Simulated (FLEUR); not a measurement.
The system is BN.

```
CELL_PARAMETERS angstrom
1.25112 0.72234 3.37293
-1.25112 0.72234 3.37293
0.00000 -1.44467 3.37293
ATOMIC_POSITIONS crystal
N 0.66724 0.66724 0.66724
B 0.00033 0.00033 0.00033
```

The cell is a database's computed one.

Program: FLEUR MaX-R8.1 (later development tree). Alike in all runs: potentials or basis all-electron, FLAPW; no spin polarisation; cell as given; smearing fermi-dirac 0.05 eV; kmax 5.71 1/bohr.

**Question.** Order these runs on this cell by their band gap on the k mesh, lowest first.
A. level LDA; k mesh 12 × 12 × 12; max iterations 60; mixer history 15; density convergence 1e-05 me/bohr^3; mesh quality not flagged
B. level HSE06; k mesh 6 × 6 × 6; max iterations 30; mixer history 15; density convergence 0.0001 me/bohr^3; mesh quality coarse
C. level r2SCAN; k mesh 12 × 12 × 12; max iterations 80; mixer history 30; density convergence 0.0001 me/bohr^3; mesh quality not flagged

**Answer.** A (4.10 eV), C (4.76 eV), B (5.55 eV).

Caveats: some runs use coarse meshes; core charge leaks out of the spheres, which shifts energies (some runs); core states are solved in the semilocal potential (some runs); the meta-GGA is that of a development version, with a GGA for the radial functions and cores and without core tails (some runs).

A k mesh can miss the band edges.

The runs were made with more than one version of the program.
